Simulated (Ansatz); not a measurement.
# AgCl (Chlorargyrite) (Fm-3m) in Ansatz: further runs

Runs on AgCl (Chlorargyrite). Level: LDA. Tasks: single point, equation of state.

All numbers are computed with Ansatz 0.2.0; they aren't measurements. Logs are shortened: lines on timing, memory, paths and dates and some standing lists are left out, and cuts for length are marked.

### Step 1. The structure

Symmetry: Fm-3m, No. 225, cubic system. The conventional cell has a = 5.470 Å, b = 5.470 Å, c = 5.470 Å, α = 90.00°, β = 90.00°, γ = 90.00°. Ag (site symmetry m-3m) has 6 Cl at 2.73 Å as nearest neighbours. Cl (site symmetry m-3m) has 6 Ag at 2.73 Å as nearest neighbours.

### Step 2. Single point, LDA, 19.23 Å³/atom (volume scaled by 0.94)

Input file input.yaml:

```yaml
crystal:
  lattice:
    - [0.0, 2.6791680073, 2.6791680073]
    - [2.6791680073, 0.0, 2.6791680073]
    - [2.6791680073, 2.6791680073, 0.0]
  atoms:
    - { symbol: Ag, position: [0.0, 0.0, 0.0] }
    - { symbol: Cl, position: [0.5, 0.5, 0.5] }
hamiltonian:
  xc: lda
  pseudopotentials: { kind: paw }
kpoints:
  mp_grid: { grid: [7, 7, 7] }
scf:
  occupations: { method: fermi_dirac, width: 0.05 }
output:
  forces: true
  stress: true
  eigenvalues: true
```

Potentials or basis: Ansatz PAW.

Launch:

```bash
ansatz run input.yaml --threads 2 --pin off --max-ram 5632MiB --backend cpu --events-out ev --progress --plain --runs-dir out
```

The log of the run:

```text
Warning: RAYON_NUM_THREADS=2 ignored (pool sized by the plan → 2); use --threads N
Engine: ansatz 0.2.0, aarch64-unknown-linux-gnu
Pseudopotentials: kind: paw
Pseudopotential: Ag, paw, valence charge 19, recommended cutoff 420 eV (normal), Ag.paw.azcp
Pseudopotential: Cl, paw, valence charge 7, recommended cutoff 420 eV (normal), Cl.paw.azcp
Functional definition: SPW92
  exchange = slater_x
  correlation = pw_c
Crystal: 2 atoms, lattice volume = 38.462 Å³
Basis set: ecut = 420 eV, 749 PW (Γ)
Bands: 17, of which v1, the nominal top of the filled ones, is band 13 counted from 1 (12 counted from 0)
Symmetry: 48 space group operations
Space group: Fm-3m (ITA 225), of the structure as read, at distance tolerance 3.4e-5 Å
k-points: 20 of 343
Non-local potential: Ag, projectors of the file, l = 0: 3, l = 1: 2, l = 2: 2, l = 3: 1
Non-local potential: Cl, projectors of the file, l = 0: 2, l = 1: 2, l = 2: 2
PAW form: soft (Blöchl's): semilocal exchange-correlation on the pseudo side does not see the compensation charge
PAW frozen core: Ag, regenerated for the run's functional, and the local potential with it (the file was generated under x = pbe(κ = 0.804, μ = 0.2195149727645171), c = pbe(β = 0.06672455060314922))
PAW frozen core: Cl, regenerated for the run's functional, and the local potential with it (the file was generated under x = pbe(κ = 0.804, μ = 0.2195149727645171), c = pbe(β = 0.06672455060314922))
PAW one-centre angular grid: Ag, 590 points (default); XC on 64 Gauss nodes
PAW one-centre angular grid: Cl, 110 points (default); XC on 64 Gauss nodes
Initial density: superposition of atomic densities (neutral atoms: chi_scale 0, normalization atom), corrected by the library's trained network
Initial wavefunctions: pseudopotential atomic-orbital guess
Functional: x = slater, c = lda
SCF iter   1: F=—  HF=-8502.944367 eV  |F-HF|=—  |Δ(HF+E_count)|=         —  Δρ=1.24e-2  dr2=5.17e-2  ethr=1.77e-3  ⟨swp⟩=5.8  Hψ=1649  notcnv=0
preconditioner: auto → none  [insulator: Δε(μ)=0.576 eV  Ē_g=11.151 eV  σ=0.050 eV  W_gap=0.98  n_scr=14 (ndim 8)  ℏωp=25.4 eV  f_vac=0.019  D(μ)=0.00/eV (n_scr^D=0)  ε∞_Penn≈6.2]
SCF iter   2: F=—  HF=-8502.929444 eV  |F-HF|=—  |Δ(HF+E_count)|=   1.49e-2  Δρ=5.03e-3  dr2=5.13e-3  ethr=1.99e-4  ⟨swp⟩=2.2  Hψ=742  notcnv=0
SCF iter   3: F=—  HF=-8502.927901 eV  |F-HF|=—  |Δ(HF+E_count)|=   1.54e-3  Δρ=2.13e-3  dr2=8.73e-4  ethr=1.97e-5  ⟨swp⟩=2.1  Hψ=601  notcnv=0
SCF iter   4: F=—  HF=-8502.927683 eV  |F-HF|=—  |Δ(HF+E_count)|=   2.18e-4  Δρ=7.97e-4  dr2=1.37e-4  ethr=3.36e-6  ⟨swp⟩=2.1  Hψ=458  notcnv=0
SCF iter   5: F=—  HF=-8502.927638 eV  |F-HF|=—  |Δ(HF+E_count)|=   4.53e-5  Δρ=1.01e-4  dr2=1.93e-6  ethr=5.26e-7  ⟨swp⟩=1.9  Hψ=450  notcnv=0
SCF iter   6: F=—  HF=-8502.927619 eV  |F-HF|=—  |Δ(HF+E_count)|=   1.90e-5  Δρ=9.35e-6  dr2=2.48e-8  ethr=3.85e-10  ⟨swp⟩=3.2  Hψ=1428  notcnv=0
SCF iter   7: F=-8502.927619 eV  HF=-8502.927619 eV  |F-HF|=1.46e-11  |Δ(HF+E_count)|=   6.63e-9  Δρ=8.06e-7  dr2=1.00e-10  ethr=9.54e-11  ⟨swp⟩=2.0  Hψ=1123  notcnv=0
SCF 1 converged in 7 iterations: F = -8502.927619 eV  dr2 = 1.00e-10
SCF converged after 7 iterations
Free energy (F): -8502.927619 eV
Harris-Foulkes:  -8502.927619 eV  (|F-HF|=1.46e-11)
Internal energy: -8502.927598 eV  (E = F + TS)
E sigma→0 (E₀):  -8502.927609 eV
Entropy (-TS):   -0.000021 eV (-0.011 meV/atom)
Fermi energy:    10.004976 eV
--- Per-component energies (eV) ---
  E_band       = -330.050802
  E_kinetic    = 690.293970
  E_local      = -3054.583973  (includes V_loc(G=0)·N_el)
  E_nonlocal   = 120.649487
  E_hartree    = 1342.042880
  E_xc         = -288.191703
  E_vxc        = -354.229190  (∫ρ·V_xc dr)
  E_paw        = -4398.748761  (= ΣΔE_a)
  E_vpaw       = -416.267409  (= ΣTr[D̂ρ^β])
  E_aug_tail   = 0.000369  (compensation charges beyond the density's cutoff)
  E_ewald      = -2915.305167
  E_core_change = 0.915299  (= ΣΔE_core)
  E_smearing   = -0.000021  (= −TS)
  E_closure    = 0.000000  (closes the sum)
  Σ components = -8502.927619   (vs F -8502.927619, Δ=0.00e0)
--- Forces (eV/Å), atoms counted from 1 ---
  atom   1  Ag    -0.00000000     0.00000000     0.00000000
  atom   2  Cl     0.00000000     0.00000000    -0.00000000
  max |Σ_I F_I| component: 2.70e-30 eV/Å
--- Stress (GPa, compression-positive) ---
       -0.156296       0.000000      -0.000000
        0.000000      -0.156296       0.000000
        0.000000       0.000000      -0.156296
  P = ⅓ Tr σ = -0.1563 GPa (-1.563 kbar)
--- Band table (eV; the first three rows and the last of 20) ---
  k-point 0: bands = ["-80.3221", "-43.9186", "-43.9186", "-43.9186", "-6.1690", "6.6601", "6.6601", "6.6601", "6.7059", "6.7059", "6.9077", "6.9077", "6.9077", "10.2771", "20.1590", "20.1590", "20.1590"]
  k-point 1: bands = ["-80.3220", "-43.9196", "-43.9187", "-43.9187", "-6.0622", "5.7073", "5.8412", "5.8412", "6.7506", "6.7506", "7.0608", "7.8893", "7.8893", "11.2800", "18.5185", "19.7248", "19.7248"]
  k-point 2: bands = ["-80.3220", "-43.9218", "-43.9191", "-43.9191", "-5.8058", "4.3613", "5.1386", "5.1386", "6.9523", "6.9523", "7.2752", "8.8959", "8.8959", "12.8034", "16.8593", "18.1106", "18.1106"]
  k-point 19: bands = ["-80.3218", "-43.9222", "-43.9219", "-43.9204", "-5.4949", "4.4973", "4.7661", "4.9725", "7.0440", "7.2113", "7.4136", "7.5709", "8.3355", "13.6887", "16.5660", "17.4073", "18.2120"]
```

Run time: 0.68 s. Hardware: 2 threads of Arm Neoverse V1, shared host; peak memory 0.27 GiB.

What came out:

* Free energy: -8502.9276 eV
* Pressure: -0.2 GPa
* Band gap on the k mesh: 0.72 eV, indirect (least direct gap 3.37 eV)

Caveat: odd divisions of the mesh miss points on the zone boundary, where band edges often lie, so the gap on the mesh can be too wide; the PAW data sets come from PBE, with cores solved anew for the run's functional, which leaves a small shift of forces and pressure.

### Step 3. Single point, LDA, 19.64 Å³/atom (volume scaled by 0.96)

Changes to input.yaml since step 2:

```diff
@@ -2,5 +2,5 @@
   lattice:
-    - [0.0, 2.6791680073, 2.6791680073]
-    - [2.6791680073, 0.0, 2.6791680073]
-    - [2.6791680073, 2.6791680073, 0.0]
+    - [0.0, 2.6980360093, 2.6980360093]
+    - [2.6980360093, 0.0, 2.6980360093]
+    - [2.6980360093, 2.6980360093, 0.0]
   atoms:
@@ -19 +19,5 @@
   eigenvalues: true
+  write_density: true
+  write_potential: true
+  elf: true
+  volumetric_format: npy
```

Potentials or basis: Ansatz PAW.

Launch:

```bash
ansatz run input.yaml --threads 2 --pin off --max-ram 5632MiB --backend cpu --events-out ev --progress --plain --runs-dir out
```

Wall time 0.88 s (2 threads of Arm Neoverse V1, shared host); peak memory 0.28 GiB.

Results (log left out):

- Free energy: -8502.9232 eV
- Pressure: -1.5 GPa
- Band gap on the k mesh: 0.71 eV, indirect (least direct gap 3.27 eV)

Caveat: odd divisions of the mesh miss points on the zone boundary, where band edges often lie, so the gap on the mesh can be too wide; the PAW data sets come from PBE, with cores solved anew for the run's functional, which leaves a small shift of forces and pressure.

### Step 4. Single point, LDA, 20.05 Å³/atom (volume scaled by 0.98)

Changes to input.yaml since step 3:

```diff
@@ -2,5 +2,5 @@
   lattice:
-    - [0.0, 2.6980360093, 2.6980360093]
-    - [2.6980360093, 0.0, 2.6980360093]
-    - [2.6980360093, 2.6980360093, 0.0]
+    - [0.0, 2.7166437422, 2.7166437422]
+    - [2.7166437422, 0.0, 2.7166437422]
+    - [2.7166437422, 2.7166437422, 0.0]
   atoms:
```

Launch:

```bash
ansatz run input.yaml --threads 2 --pin off --max-ram 5632MiB --backend cpu --events-out ev --progress --plain --runs-dir out
```

Run time: 1.4 s. Hardware: 2 threads of Arm Neoverse V1, shared host; peak memory 0.28 GiB.

It converged, with:

```yaml
Free_energy: -8502.9123 eV
Pressure: -2.7 GPa
Band_gap_on_the_k_mesh: 0.70 eV, indirect (least direct gap 3.18 eV)
```

Caveat: odd divisions of the mesh miss points on the zone boundary, where band edges often lie, so the gap on the mesh can be too wide; the PAW data sets come from PBE, with cores solved anew for the run's functional, which leaves a small shift of forces and pressure.

### Step 5. Single point, LDA, 20.46 Å³/atom

Input file input.yaml:

```yaml
crystal:
  lattice:
    - [0.0, 2.735, 2.735]
    - [2.735, 0.0, 2.735]
    - [2.735, 2.735, 0.0]
  atoms:
    - { symbol: Ag, position: [0.0, 0.0, 0.0] }
    - { symbol: Cl, position: [0.5, 0.5, 0.5] }
hamiltonian:
  xc: lda
  pseudopotentials: { kind: paw }
kpoints:
  mp_grid: { grid: [7, 7, 7] }
scf:
  occupations: { method: fermi_dirac, width: 0.05 }
output:
  forces: true
  stress: true
  eigenvalues: true
```

Launch:

```bash
ansatz run input.yaml --threads 2 --pin off --max-ram 5632MiB --backend cpu --events-out ev --progress --plain --runs-dir out
```

Wall time 0.71 s (2 threads of Arm Neoverse V1, shared host); peak memory 0.28 GiB.

It converged, with:

* Free energy: -8502.8957 eV
* Pressure: -3.8 GPa
* Band gap on the k mesh: 0.70 eV, indirect (least direct gap 3.09 eV)

Caveat: odd divisions of the mesh miss points on the zone boundary, where band edges often lie, so the gap on the mesh can be too wide; the PAW data sets come from PBE, with cores solved anew for the run's functional, which leaves a small shift of forces and pressure.

### Step 6. Single point, LDA, 20.87 Å³/atom (volume scaled by 1.02)

Changes to input.yaml since step 5:

```diff
@@ -2,5 +2,5 @@
   lattice:
-    - [0.0, 2.735, 2.735]
-    - [2.735, 0.0, 2.735]
-    - [2.735, 2.735, 0.0]
+    - [0.0, 2.7531131106, 2.7531131106]
+    - [2.7531131106, 0.0, 2.7531131106]
+    - [2.7531131106, 2.7531131106, 0.0]
   atoms:
```

Potentials or basis: Ansatz PAW.

Launch:

```bash
ansatz run input.yaml --threads 2 --pin off --max-ram 5632MiB --backend cpu --events-out ev --progress --plain --runs-dir out
```

It took 0.71 s on 2 threads of Arm Neoverse V1, shared host; peak memory 0.28 GiB.

It converged, with:

```yaml
Free_energy: -8502.8741 eV
Pressure: -4.7 GPa
Band_gap_on_the_k_mesh: 0.69 eV, indirect (least direct gap 3.01 eV)
```

Caveat: odd divisions of the mesh miss points on the zone boundary, where band edges often lie, so the gap on the mesh can be too wide; the PAW data sets come from PBE, with cores solved anew for the run's functional, which leaves a small shift of forces and pressure.

### Step 7. Single point, LDA, 21.28 Å³/atom (volume scaled by 1.04)

Changes to input.yaml since step 6:

```diff
@@ -2,5 +2,5 @@
   lattice:
-    - [0.0, 2.7531131106, 2.7531131106]
-    - [2.7531131106, 0.0, 2.7531131106]
-    - [2.7531131106, 2.7531131106, 0.0]
+    - [0.0, 2.7709909694, 2.7709909694]
+    - [2.7709909694, 0.0, 2.7709909694]
+    - [2.7709909694, 2.7709909694, 0.0]
   atoms:
```

Launch:

```bash
ansatz run input.yaml --threads 2 --pin off --max-ram 5632MiB --backend cpu --events-out ev --progress --plain --runs-dir out
```

Run time: 0.72 s. Hardware: 2 threads of Arm Neoverse V1, shared host; peak memory 0.28 GiB.

The run converged. Its results:

| Quantity | Value |
| --- | --- |
| Free energy | -8502.8481 eV |
| Pressure | -5.5 GPa |
| Band gap on the k mesh | 0.69 eV, indirect (least direct gap 2.93 eV) |

Caveat: odd divisions of the mesh miss points on the zone boundary, where band edges often lie, so the gap on the mesh can be too wide; the PAW data sets come from PBE, with cores solved anew for the run's functional, which leaves a small shift of forces and pressure.

### Step 8. Single point, LDA, 21.69 Å³/atom (volume scaled by 1.06)

Changes to input.yaml since step 7:

```diff
@@ -2,5 +2,5 @@
   lattice:
-    - [0.0, 2.7709909694, 2.7709909694]
-    - [2.7709909694, 0.0, 2.7709909694]
-    - [2.7709909694, 2.7709909694, 0.0]
+    - [0.0, 2.7886410693, 2.7886410693]
+    - [2.7886410693, 0.0, 2.7886410693]
+    - [2.7886410693, 2.7886410693, 0.0]
   atoms:
```

Launch:

```bash
ansatz run input.yaml --threads 2 --pin off --max-ram 5632MiB --backend cpu --events-out ev --progress --plain --runs-dir out
```

It took 0.73 s on 2 threads of Arm Neoverse V1, shared host; peak memory 0.28 GiB.

Results (log left out):

```yaml
Free_energy: -8502.8182 eV
Pressure: -6.2 GPa
Band_gap_on_the_k_mesh: 0.69 eV, indirect (least direct gap 2.85 eV)
```

Caveat: odd divisions of the mesh miss points on the zone boundary, where band edges often lie, so the gap on the mesh can be too wide; the PAW data sets come from PBE, with cores solved anew for the run's functional, which leaves a small shift of forces and pressure.

### Step 9. Equation of state, LDA

Potentials or basis: Ansatz PAW.

No new run: the results of the series are fitted here.

Results:

```
Equilibrium volume : 19.19 Å³/atom (rough: see the caveat)
Bulk modulus       : 69 GPa (rough)
```

Energy against volume, from the lowest point:
```tsv
volume (Å³/atom)	energy (meV/atom)
19.231	0.00
19.640	2.19
20.049	7.64
20.458	15.95
20.868	26.77
21.277	39.78
21.686	54.69
```

Caveat: the minimum lies outside the volumes run.
